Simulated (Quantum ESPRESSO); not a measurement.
## ZrC: single point with PBE

The system is ZrC.

```
CELL_PARAMETERS angstrom
0.03176 2.34785 2.33822
2.40638 0.02779 2.34218
2.40352 2.34896 0.03065
ATOMIC_POSITIONS crystal
Zr 0.50288 0.49615 0.50634
C 0.99712 0.00385 0.99366
```

- Program: Quantum ESPRESSO 7.5
- Task: single point
- Functional: PBE
- Potentials or basis: SSSP 1.3 efficiency PBE
- Cutoff: 748 eV
- Density cutoff: 5987 eV
- k mesh: 10 × 10 × 10
- Occupations: fermi-dirac, width 0.05 eV
- Spin: no spin polarisation

| Quantity | Value |
| --- | --- |
| Pressure | 1.8 GPa |
| Largest force | 0.333 eV/Å |
| Band gap on the k mesh | none (metal or under the smearing width) |

Forces in eV/Å, atoms in the order of the input:
```
Zr  -0.073 -0.324  0.021
C    0.073  0.324 -0.021
```

Stress tensor (GPa, compression positive):
```
-4.26 -1.96 -2.28
-1.96  4.26 -1.81
-2.28 -1.81  5.31
```

Levels at points of the mesh, in eV from the Fermi level:
```
              k point  band 6  band 7  band 8  band 9  band 10  band 11
   (0.00, 0.00, 0.00)    0.59    0.72    0.89    1.12     1.18     1.37
  (0.00, 0.00, -0.50)   -5.32   -3.09   -2.93    4.29     4.68     5.40
  (0.00, -0.50, 0.00)   -5.33   -3.08   -2.90    4.29     4.65     5.39
 (0.00, -0.50, -0.50)   -2.27   -1.80    0.07    0.20     4.43     5.61
  (-0.50, 0.00, 0.00)   -5.33   -3.12   -2.89    4.47     4.54     5.37
 (-0.50, 0.00, -0.50)   -2.01   -1.80   -0.09    0.09     4.41     5.49
 (-0.50, -0.50, 0.00)   -1.98   -1.85   -0.05    0.05     4.43     5.52
(-0.50, -0.50, -0.50)   -5.33   -2.88   -2.84    4.30     4.49     5.24
```

Run time: 2.8 min on 1 thread of Intel(R) Xeon(R) Platinum 8175M CPU @ 2.50GHz (Skylake/Cascade Lake), on a shared host, peak memory 0.26 GiB.
